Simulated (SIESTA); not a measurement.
ZrO:

```
Zr O
1.0
     1.82664   -2.91885    0.00000
     1.82664    2.91885    0.00000
     0.00000    0.00000    2.61994
Zr O
1 1
Direct
  0.00000 0.00000 0.00000
  0.50000 0.50000 0.00000
```

The cell was built by a generator and needn't be a form met in nature.

| Item | Value |
| --- | --- |
| Program | SIESTA 5.4.2 |
| Task | relaxation of cell and atoms |
| Functional | PBE |
| Potentials or basis | PseudoDojo 0.4 standard (PBE files) |
| Basis | DZP (energy shift 0.002 Ry) |
| Grid cutoff | 800 Ry |
| Energy shift | 0.002 Ry |
| k mesh | 7 × 7 × 8 |
| Occupations | fermi-dirac, width 0.05 eV |
| Spin | no spin polarisation |

At the start: pressure 69.3 GPa; volume 13.97 Å³/atom.

Task: How do energy, volume and symmetry change on relaxing?

Result: Over 12 steps the energy falls by 1662.9 meV/atom and the volume is 15.63 Å³/atom (+11.9 %); space group P4/mmm (No. 123, to 0.05 Å).

The path:
```csv
step,energy change (eV),largest force (eV/Å),pressure (GPa),volume (Å³)
1,0.0000,0.0000,69.33,27.94
2,-1.6956,0.0000,10.59,31.71
3,-1.9003,0.0000,1.40,32.74
4,-2.1984,0.0000,-8.92,34.15
5,-2.7758,0.0000,-16.01,35.60
6,-3.0870,0.0000,-13.94,36.61
7,-3.1453,0.0000,-11.69,35.94
8,-3.2917,0.0000,2.27,31.53
9,-3.3045,0.0000,-0.85,32.26
10,-3.3117,0.0000,-1.06,32.11
11,-3.3256,0.0000,0.24,31.15
12,-3.3258,0.0000,0.02,31.26
```

Final structure:
```yaml
crystal:
  lattice:
    - [2.19617, -2.19659, 0.00000]
    - [2.19617, 2.19659, 0.00000]
    - [0.00000, 0.00000, 3.23990]
  atoms:
    - { symbol: Zr, position: [0.00000, 0.00000, 0.00000] }
    - { symbol: O, position: [0.50000, 0.50000, 0.00000] }
```

Caveat: semicore shells carry a single zeta, which can move pressures by several GPa and volumes by a few percent; the basis of atomic orbitals isn't converged, which shifts pressures, moduli and gaps.
